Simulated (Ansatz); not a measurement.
## One atom moved along a line in ScAl3

Method: DFT PBEsol, scalar-relativistic, plane waves, PAW (Ansatz 0.2.0). Settings: plane waves to 420 eV, k-mesh 12×12×12 (Γ-centred), Gaussian smearing 0.15 eV. No spin polarisation. Energies are free energies at this smearing, counted from the undisturbed cell; pressure is positive in compression.

Zero of the scan (relaxed at this level; it needn't be the usual structure):

```xyz
4
Lattice="4.0713 0.0000 0.0000 0.0000 4.0713 0.0000 0.0000 0.0000 4.0713" Properties=species:S:1:pos:R:3 pbc="T T T"
Sc    0.0000    0.0000    0.0000
Al    2.0356    0.0000    2.0356
Al    0.0000    2.0356    2.0356
Al    2.0356    2.0356    0.0000
```

Atom 2 (Al) is moved by x along the Cartesian unit vector (0.707, -0.707, 0.000); the cell and all other atoms stay fixed. The cell is metallic on the mesh throughout.

```csv
x (Å),ΔE (meV/cell)
-0.6000,1219.8
-0.2000,116.7
0.0000,0.0
0.4000,493.6
```

Task: Predict the force along x on the moved atoms (eV/Å) at each point.

Result:
```csv
x (Å),force along x on the moved atoms (eV/Å)
-0.6000,4.76
-0.2000,1.19
0.0000,0.00
0.4000,-2.65
```